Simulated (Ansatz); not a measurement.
Elastic constants of TiO2: input and output

Theory: Ansatz 0.2.0, DFT HSE06, scalar-relativistic, plane waves, PAW.

Launched with:
```bash
ansatz run input.yaml --threads 4 --pin off --max-ram 12288MiB --backend cpu --events-out ev --progress --plain --runs-dir out
```

Input (bare energies are in eV):
```yaml
crystal:
  lattice:
    - [0.0, 2.3856, 2.3856]
    - [2.3856, 0.0, 2.3856]
    - [2.3856, 2.3856, 0.0]
  atoms:
    - { symbol: Ti, position: [0.0, 0.0, 0.0] }
    - { symbol: O, position: [0.25, 0.25, 0.25] }
    - { symbol: O, position: [0.75, 0.75, 0.75] }
basis:
  ecutwfc: 420
kpoints:
  mp_grid: { grid: [6, 6, 6] }
hamiltonian:
  xc: hse06
scf:
  occupations: { method: fixed }
output:
  forces: true
  stress: true
  eigenvalues: true
elastic:
  mode: relaxed_ion
  stencil: two_point
```

From the output:
```
--- Elastic constants: 2 strain directions × 2 members + reference (group order 48) ---
  dense FFT box of the reference and of every strained cell: 24×24×24
  strains applied: 11, 23; error gains: componentwise 1.00 (the most a stress slope's error grows in a printed constant), spectral 1.73 (1 for all six strains in a standard setting)
  C = ∂σ_k/∂η_j (tension-positive GPa; Voigt order 11 22 33 23 13 12):
       700.797     84.142     84.142     -0.000     -0.000      0.000
        84.142    700.797     84.142      0.000     -0.000     -0.000
        84.142     84.142    700.797      0.000      0.000     -0.000
         0.000     -0.000     -0.000     43.806      0.000     -0.000
         0.000     -0.000     -0.000     -0.000     43.806      0.000
         0.000     -0.000      0.000      0.000     -0.000     43.806
  reference stress σ⁰ (GPa):     -0.009     -0.009     -0.009      0.000      0.000      0.000
  C* (energy form; C + prestress term) asymmetry max|C*_kj − C*_jk| = 1.421e-14 GPa — a small one proves nothing (zero by symmetry where the batch's group is 432, −43m or m−3m); a large one is finite-difference/SCF noise where every solve ...
  moduli (Voigt/Reuss/Hill, GPa): K = 289.69/289.69/289.69   G = 149.61/66.69/108.15   E = 288.55   ν = 0.334
  mechanically stable: yes (min eigenvalue of sym C = 43.81 GPa)
  strain η (Voigt 11):  stress-route row diagonal C_11 = 700.80 GPa, energy-path curvature d²(F+E_count+ΔE)/dδ²/Ω₀ = 699.93 GPa
         δ    σ_11 (GPa) F (eV) n_scf n_hpsi n_pw
    -2.000e-3      -1.4172       -3637.0430019      37   56727    544   relax 0 steps, max|allowed force component| 5.55e-17 eV/Å
     2.000e-3       1.3860       -3637.0429367      37   56846    544   relax 0 steps, max|allowed force component| 5.55e-17 eV/Å
  strain η (Voigt 23):  stress-route row diagonal C_44 = 43.81 GPa, energy-path curvature d²(F+E_count+ΔE)/dδ²/Ω₀ = 43.48 GPa
         δ    σ_23 (GPa) F (eV) n_scf n_hpsi n_pw
    -2.000e-3      -0.0876       -3637.0431819       2    6025    544   relax 3 steps, max|allowed force component| 4.17e-7 eV/Å
     2.000e-3       0.0876       -3637.0431819       2    5916    544   relax 2 steps, max|allowed force component| 7.14e-7 eV/Å
```

It took 77 s on 4 threads of Arm Neoverse V1, with other jobs on the host, peak memory 1.1 GiB.

The cell is the ideal cubic fluorite prototype; this isn't the usual structure of the compound.